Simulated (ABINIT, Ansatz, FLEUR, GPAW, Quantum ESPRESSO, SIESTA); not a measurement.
One structure in several programs: BeO (P6_3mc, 8 atoms in the cell)

Self-consistent single point, at a second geometry (lattice scaled by 0.98). First geometry:

```xyz
8
Lattice="2.6831 0.0000 0.0000 -1.3415 2.3236 0.0000 0.0000 0.0000 8.7837" Properties=species:S:1:pos:R:3 pbc="T T T"
Be     0.0000     0.0000     0.0000
Be     0.0000     0.0000     4.3919
Be     1.3415     0.7745     6.5894
Be     0.0000     1.5491     2.1975
O      0.0000     0.0000     7.1338
O      0.0000     0.0000     2.7419
O      1.3415     0.7745     4.9478
O      0.0000     1.5491     0.5559
```

Shared settings, as Ansatz (a first-principles code) writes them: kpoints.mp_grid.grid = 7 7 2; scf.occupations.method = gaussian; scf.occupations.width = 0.2 eV. Potentials and cutoffs stand in the table.

| code | model | ΔF from the first geometry (meV/atom) | pressure (GPa) | largest force (eV/Å) | gap on the mesh (eV) | cutoff |
|---|---|---|---|---|---|---|
| Ansatz | PBE, default PAW files | 31.3 | 19.57 | 0.246 | 8.182 | 420 eV |
| SIESTA | GGA PBE, numerical atomic orbitals TZP, PseudoDojo PBE standard norm-conserving potentials (rewritten from UPF to PSML) | 32.0 | 19.44 | 0.182 | 8.295 | grid 350 Ry |
| GPAW | PBE, GPAW PAW datasets PBE (gpaw-data 1.0.1) | 42.7 | – | 0.248 | – | 900 eV |
| ABINIT | PBE, norm-conserving pseudopotentials (PseudoDojo nc-sr-05 PBE standard) | 30.6 | 20.24 | 0.251 | 8.227 | 88 Ry |
| Quantum ESPRESSO | PBE, PseudoDojo standard norm-conserving (PBE) pseudopotentials | 30.5 | 20.25 | 0.251 | 8.227 | 90 Ry |
| FLEUR | PBE, all-electron FLAPW (FLEUR), scalar-relativistic valence | 34.8 | – | 0.257 | 8.246 | Kmax 4.3 1/bohr |

For Ansatz (by 0.9 GPa) the energy change implies a higher mean pressure, against the two pressures, than for the other programs: a sign of finite-basis (Pulay) stress.

Size of the force on each atom (eV/Å): Sizes of forces hide their directions.

```
code                Be1    Be2    Be3    Be4     O5     O6     O7     O8
----------------  -----  -----  -----  -----  -----  -----  -----  -----
Ansatz            0.141  0.141  0.045  0.045  0.149  0.149  0.246  0.246
SIESTA            0.132  0.132  0.094  0.094  0.127  0.127  0.182  0.182
GPAW              0.133  0.133  0.043  0.043  0.157  0.157  0.248  0.248
ABINIT            0.146  0.146  0.042  0.042  0.146  0.146  0.251  0.251
Quantum ESPRESSO  0.146  0.146  0.042  0.042  0.146  0.146  0.251  0.251
FLEUR             0.145  0.145  0.043  0.043  0.154  0.154  0.257  0.257
```

A dash marks a value that a program does not give, or that is left out as unsure.

No gap is tabulated for GPAW: it is not read from that output, or partly filled or unconverged empty levels leave it unsure.

Gaps are read on the mesh.

The spread over the programs that give each value: ΔF from the first geometry within 12.2 meV/atom; pressure within 0.81 GPa; largest force within 0.075 eV/Å; gap on the mesh within 0.113 eV.

SIESTA uses small atom-centred bases, whose incompleteness enters pressures, forces and empty levels differently from a plane-wave cutoff. FLEUR treats all electrons, but the usual bases taken here (sphere radii, linearisation, local orbitals, empty states) were not tested for convergence, so the values are no reference for the others. Ansatz's pressure is given at a fixed set of plane waves, as the other plane-wave codes print theirs; with its correction for the finite basis it is 20.52 GPa (the shift of 0.96 GPa shows how far the cutoff is from converged). The pressure of GPAW is left out: its cutoff lies under the one at which its stress was checked.

The starting cell was generated: these elements placed on a structure prototype, without a prior relaxation; it need not be a known phase or ordering of this composition. Its lattice was rescaled by a random factor within 2.5 % of one. For this run, on top of that: lattice scaled by 0.98.

Left out of this page: CP2K (unsound by tests on forces, stress, charge or solver warnings).

Keys are those of Ansatz 0.2.
